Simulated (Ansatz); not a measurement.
# N: nudged elastic band, vacancy jump

These are results of DFT PBE+D3(BJ), scalar-relativistic, plane waves, PAW (Ansatz 0.2.0), not measurements. The runs took a 420 eV cutoff, a Γ-centred 4×4×4 mesh and Gaussian smearing (0.05 eV). No spin polarisation.

5 inner image(s), climbing immediate, force tolerance 0.05 eV/Å, at most 60 iterations, fixed cell.

The run took 24 min on 4 threads of Arm Neoverse V2 (shared host), peak memory 2.9 GiB.

Command:
```bash
ansatz run input.yaml --threads 4 --pin off --max-ram 9216MiB --backend cpu --events-out ev --progress --plain --runs-dir out
```

Input:
```yaml
crystal:
  lattice:
    - [-5.6360689873, 5.6360689873, 0.0]
    - [0.0, 5.6360689873, -5.6360689873]
    - [-5.6360689873, 0.0, -5.6360689873]
  atoms:
    - { symbol: "N", position: [0.0271208671, 0.0271208671, 0.9186373987] }
    - { symbol: "N", position: [0.0262310513, 0.9167223165, 0.5307532083] }
    - { symbol: "N", position: [0.5264191811, 0.4157634224, 0.0148244042] }
    - { symbol: "N", position: [0.9167223165, 0.5262934239, 0.5307532083] }
    - { symbol: "N", position: [0.4157634224, 0.0429929923, 0.0148244042] }
    - { symbol: "N", position: [0.5262934239, 0.0262310513, 0.5307532083] }
    - { symbol: "N", position: [0.0429929923, 0.5264191811, 0.0148244042] }
    - { symbol: "N", position: [0.9707039381, 0.9707039381, 0.0878881856] }
    - { symbol: "N", position: [0.4850938204, 0.4850938204, 0.5447185388] }
    - { symbol: "N", position: [0.4709439582, 0.5807818413, 0.9908580258] }
    - { symbol: "N", position: [0.9678538374, 0.0860074182, 0.4746909894] }
    - { symbol: "N", position: [0.5807818413, 0.9574161746, 0.9908580258] }
    - { symbol: "N", position: [0.0860074182, 0.471447755, 0.4746909894] }
    - { symbol: "N", position: [0.9574161746, 0.4709439582, 0.9908580258] }
    - { symbol: "N", position: [0.471447755, 0.9678538374, 0.4746909894] }
basis:
  ecutwfc: 420
kpoints:
  mp_grid: { grid: [4, 4, 4] }
hamiltonian:
  xc: pbe
  dispersion: d3bj
scf:
  occupations: { method: gaussian, width: 0.05 }
output:
  forces: true
neb:
  images: 5
  f_tol: 0.05
  max_iterations: 60
  order_check: false
  final_atoms:
    - { symbol: "N", position: [0.0250208893, 0.0297502937, 0.9153010082] }
    - { symbol: "N", position: [0.0250208893, 0.9153010082, 0.5299278088] }
    - { symbol: "N", position: [0.5045593972, 0.4196424012, 0.0462533976] }
    - { symbol: "N", position: [0.9633788897, 0.5122070368, 0.5122070368] }
    - { symbol: "N", position: [0.4118989094, 0.0293670302, 0.0293670302] }
    - { symbol: "N", position: [0.5045593972, 0.0462533976, 0.5295448039] }
    - { symbol: "N", position: [0.0250208893, 0.5299278088, 0.0297502937] }
    - { symbol: "N", position: [0.9678095156, 0.9752880532, 0.0845984188] }
    - { symbol: "N", position: [0.4889261459, 0.4725871072, 0.5825899336] }
    - { symbol: "N", position: [0.4889261459, 0.5825899336, 0.9558968132] }
    - { symbol: "N", position: [0.9678095156, 0.0845984188, 0.4723040124] }
    - { symbol: "N", position: [0.5811503501, 0.9729498833, 0.9729498833] }
    - { symbol: "N", position: [0.5045593972, 0.5295448039, 0.4196424012] }
    - { symbol: "N", position: [0.9678095156, 0.4723040124, 0.9752880532] }
    - { symbol: "N", position: [0.4889261459, 0.9558968132, 0.4725871072] }
  climbing: immediate
```

Output (its end):
```
...
SCF iter  16: F=—  HF=-5752.766303 eV  |F-HF|=—  |Δ(HF+E_count)|=   3.51e-7  Δρ=2.71e-5  dr2=1.51e-6  ethr=3.19e-9  ⟨swp⟩=1.4  Hψ=1922  notcnv=0
SCF iter  17: F=—  HF=-5752.766303 eV  |F-HF|=—  |Δ(HF+E_count)|=   1.95e-7  Δρ=3.10e-5  dr2=1.53e-6  ethr=2.02e-9  ⟨swp⟩=1.9  Hψ=1978  notcnv=0
SCF iter  18: F=—  HF=-5752.766303 eV  |F-HF|=—  |Δ(HF+E_count)|=   2.85e-8  Δρ=1.25e-5  dr2=4.46e-7  ethr=2.02e-9  ⟨swp⟩=1.3  Hψ=1918  notcnv=0
SCF iter  19: F=—  HF=-5752.766303 eV  |F-HF|=—  |Δ(HF+E_count)|=   1.35e-7  Δρ=4.75e-6  dr2=1.17e-7  ethr=5.94e-10  ⟨swp⟩=2.0  Hψ=3060  notcnv=0
SCF iter  20: F=—  HF=-5752.766304 eV  |F-HF|=—  |Δ(HF+E_count)|=   1.12e-7  Δρ=1.12e-5  dr2=1.92e-7  ethr=1.33e-10  ⟨swp⟩=3.0  Hψ=4860  notcnv=0
SCF iter  21: F=—  HF=-5752.766304 eV  |F-HF|=—  |Δ(HF+E_count)|=   4.10e-8  Δρ=2.36e-5  dr2=6.52e-7  ethr=1.55e-10  ⟨swp⟩=1.2  Hψ=1915  notcnv=0  recentre
SCF iter  22: F=—  HF=-5752.766304 eV  |F-HF|=—  |Δ(HF+E_count)|=   1.74e-8  Δρ=2.46e-5  dr2=7.04e-7  ethr=1.55e-10  ⟨swp⟩=1.0  Hψ=1908  notcnv=0
SCF iter  23: F=-5752.766304 eV  HF=-5752.766304 eV  |F-HF|=1.03e-9  |Δ(HF+E_count)|=   8.49e-9  Δρ=4.57e-6  dr2=2.66e-8  ethr=1.33e-10  ⟨swp⟩=2.0  Hψ=5391  notcnv=0
SCF 32 converged in 23 iterations: F = -5752.766304 eV  dr2 = 2.66e-8
NEB iter   6: max|band force component| = 1.052e1 eV/Å  barrier→ = 0.3433 eV  barrier← = 0.3439 eV  CI = image 2  Δτ_max = 0.1009 Å  (175 SCF iters)
```

The run was cut off at its time limit.

Last band, not converged:

```tsv
image	s (Å)	ΔE (eV)
0	0.000	0.000
1	1.036	0.015
2	2.067	0.343
3	3.039	-0.170
4	3.807	0.010
5	4.577	0.004
6	5.348	-0.001
```

Highest image over the start 0.343 eV, over the end 0.344 eV. The order of the saddle wasn't checked, and a path that keeps a symmetry can read too high.

By iteration:

```
iteration largest band force component (eV/Å) highest image (eV)
        1                               12.212              10.702
        2                               12.761               9.265
        3                               35.454               7.506
        4                               10.092               6.287
        5                                9.458               3.056
        6                               10.518               0.343
```

Images of the last band (Å, true forces in eV/Å):

```xyz
15
Lattice="-5.636 5.636 0.000 0.000 5.636 -5.636 -5.636 0.000 -5.636" Properties=species:S:1:pos:R:3:forces:R:3 pbc="T T T" image=0 dE_eV=0.0000
N    -5.330    0.306   -5.330    0.001    0.001    0.001
N    -3.139    5.315   -8.158    0.001    0.000   -0.002
N    -3.050    5.310   -2.427    0.006    0.011   -0.010
N    -8.158    8.133   -5.958   -0.002    0.001    0.000
N    -2.427    2.586   -0.326   -0.010    0.006    0.011
N    -5.958    3.114   -3.139    0.000   -0.002    0.001
N    -0.326    3.209   -3.050    0.011   -0.010    0.006
N    -5.966   10.942   -5.966    0.000    0.000    0.000
N    -5.804    5.468   -5.804    0.003    0.003    0.003
N    -8.239    5.928   -8.858   -0.009   -0.006    0.008
N    -8.130    5.940   -3.160   -0.002   -0.002    0.001
N    -8.858    8.669  -10.981    0.008   -0.009   -0.006
N    -3.160    3.142   -5.333    0.001   -0.002   -0.002
N   -10.981    8.050   -8.239   -0.006    0.008   -0.009
N    -5.333    8.112   -8.130   -0.002    0.001   -0.002
15
Lattice="-5.636 5.636 0.000 0.000 5.636 -5.636 -5.636 0.000 -5.636" Properties=species:S:1:pos:R:3:forces:R:3 pbc="T T T" image=1 dE_eV=0.0149
N    -5.306    0.340   -5.343    0.021    0.026    0.014
N    -3.069    5.322   -8.496    0.191    0.175   -0.113
N    -3.078    5.265   -2.390   -0.266   -0.341    0.279
N    -8.526    8.502   -5.864    0.527   -0.675   -0.374
N    -2.380    2.466   -0.273   -0.031    0.025    0.021
N    -6.009    2.978   -2.946   -0.039    0.047   -0.040
N    -0.342    3.156   -3.128   -0.070    0.083   -0.039
N    -5.963   10.950   -5.928   -0.025   -0.026   -0.020
N    -5.860    5.416   -5.814   -0.003    0.007    0.000
N    -8.140    6.002   -8.604    0.262    0.332   -0.274
N    -7.981    5.997   -3.349   -0.191   -0.176    0.121
N    -8.815    8.590  -10.964    0.034   -0.023   -0.034
N    -3.512    3.656   -5.429   -0.515    0.655    0.377
N   -10.930    8.032   -8.356    0.059   -0.071    0.043
N    -5.309    8.020   -7.974    0.046   -0.039    0.038
15
Lattice="-5.636 5.636 0.000 0.000 5.636 -5.636 -5.636 0.000 -5.636" Properties=species:S:1:pos:R:3:forces:R:3 pbc="T T T" image=2 dE_eV=0.3433
N    -5.543    0.208   -5.267    0.119    0.122    0.193
N    -2.970    5.355   -8.637   -0.034   -0.079    0.039
N    -2.864    5.414   -2.250   -0.195   -0.408    0.716
N    -8.801    8.801   -5.762    7.404   -8.938   -2.601
N    -2.273    2.498   -0.189    0.211   -0.073   -0.114
N    -6.157    2.875   -2.918   -0.037    0.035   -0.023
N    -0.217    3.273   -2.803   -0.117    0.119   -0.064
N    -5.904   10.962   -6.168   -0.089   -0.127   -0.181
N    -5.652    5.245   -5.841    0.549   -0.353    0.134
N    -8.249    5.968   -8.798    0.192    0.362   -0.675
N    -7.968    6.206   -3.285    0.016    0.075   -0.051
N    -8.880    8.439  -11.043   -0.226    0.111    0.068
N    -3.807    3.945   -5.531   -7.946    9.278    2.494
N   -10.805    8.048   -8.470    0.085   -0.108    0.045
N    -5.496    7.923   -7.897    0.068   -0.016    0.020
15
Lattice="-5.636 5.636 0.000 0.000 5.636 -5.636 -5.636 0.000 -5.636" Properties=species:S:1:pos:R:3:forces:R:3 pbc="T T T" image=3 dE_eV=-0.1696
N    -5.407    0.301   -5.260   -0.002    0.007    0.018
N    -3.055    5.380   -8.585   -0.024    0.007    0.029
N    -2.989    5.328   -2.323   -0.114   -0.170    0.185
N    -8.909    8.688   -5.908   -2.889    3.664    1.140
N    -2.397    2.524   -0.283    0.087   -0.050   -0.059
N    -6.045    2.956   -2.948   -0.064    0.082   -0.080
N    -0.316    3.219   -2.929   -0.060    0.099   -0.013
N    -5.932   10.973   -6.021   -0.007   -0.010   -0.022
N    -5.373    5.151   -5.783    8.380   -6.233    2.127
N    -8.157    6.024   -8.670    0.104    0.149   -0.176
N    -7.898    6.043   -3.330    0.016   -0.004   -0.027
N    -8.827    8.628  -10.953   -0.087    0.044    0.045
N    -4.379    4.390   -5.556   -5.483    2.577   -3.261
N   -10.887    8.028   -8.375    0.062   -0.087    0.002
N    -5.380    8.000   -7.936    0.082   -0.076    0.093
15
Lattice="-5.636 5.636 0.000 0.000 5.636 -5.636 -5.636 0.000 -5.636" Properties=species:S:1:pos:R:3:forces:R:3 pbc="T T T" image=4 dE_eV=0.0103
N    -5.351    0.326   -5.286    0.008    0.018    0.021
N    -3.099    5.357   -8.370   -0.037   -0.020    0.025
N    -3.010    5.270   -2.411   -0.141   -0.213    0.188
N    -8.683    8.632   -5.780   -0.076    0.077    0.021
N    -2.417    2.533   -0.316    0.046   -0.027   -0.031
N    -5.958    3.001   -2.998   -0.040    0.048   -0.051
N    -0.281    3.217   -3.140   -0.051    0.087   -0.026
N    -5.903   10.995   -6.025   -0.015   -0.015   -0.026
N    -5.619    5.277   -5.803   -0.228    0.091   -0.091
N    -8.139    6.010   -8.682    0.138    0.212   -0.178
N    -8.004    5.969   -3.284    0.041    0.019   -0.039
N    -8.808    8.684  -10.973   -0.037    0.018    0.032
N    -4.668    4.839   -5.461    0.290   -0.166    0.067
N   -11.022    7.977   -8.371    0.059   -0.085    0.026
N    -5.351    8.015   -7.959    0.042   -0.047    0.062
15
Lattice="-5.636 5.636 0.000 0.000 5.636 -5.636 -5.636 0.000 -5.636" Properties=species:S:1:pos:R:3:forces:R:3 pbc="T T T" image=5 dE_eV=0.0038
N    -5.343    0.344   -5.318    0.000    0.000   -0.002
N    -3.082    5.287   -8.333   -0.001   -0.001    0.000
N    -3.079    5.255   -2.475   -0.004   -0.008    0.004
N    -8.347    8.342   -5.794   -0.002    0.001    0.003
N    -2.434    2.535   -0.308    0.005   -0.002   -0.001
N    -5.909    3.062   -3.102    0.000    0.003   -0.002
N    -0.320    3.196   -3.129    0.000    0.003    0.001
N    -5.961   10.982   -5.974   -0.001   -0.001    0.001
N    -5.900    5.419   -5.869    0.015   -0.010    0.004
N    -8.160    6.039   -8.651    0.004    0.005    0.000
N    -8.060    6.010   -3.206    0.001    0.000   -0.003
N    -8.839    8.678  -10.977   -0.002   -0.003    0.001
N    -4.885    5.268   -5.467   -0.022    0.018   -0.007
N   -10.976    8.065   -8.269    0.003   -0.002   -0.001
N    -5.383    8.090   -7.985    0.003   -0.004    0.003
15
Lattice="-5.636 5.636 0.000 0.000 5.636 -5.636 -5.636 0.000 -5.636" Properties=species:S:1:pos:R:3:forces:R:3 pbc="T T T" image=6 dE_eV=-0.0006
N    -5.300    0.309   -5.326   -0.007   -0.007   -0.008
N    -3.128    5.300   -8.145    0.008    0.007   -0.007
N    -3.104    5.209   -2.626    0.007    0.007   -0.005
N    -8.317    8.317   -5.774   -0.002    0.002    0.002
N    -2.487    2.487   -0.331    0.000    0.000    0.000
N    -5.828    3.104   -3.245    0.005   -0.007    0.007
N    -0.309    3.128   -3.154    0.007   -0.008    0.007
N    -5.931   10.951   -5.974    0.008    0.007    0.008
N    -6.039    5.419   -5.947    0.008    0.004    0.007
N    -8.143    6.039   -8.671   -0.007   -0.008    0.004
N    -8.117    5.931   -3.139   -0.008   -0.008    0.007
N    -8.759    8.759  -10.967    0.000    0.000    0.000
N    -5.209    5.828   -5.350   -0.007   -0.005   -0.007
N   -10.951    8.117   -8.159   -0.007    0.008   -0.008
N    -5.419    8.143   -8.051   -0.004    0.007   -0.008
```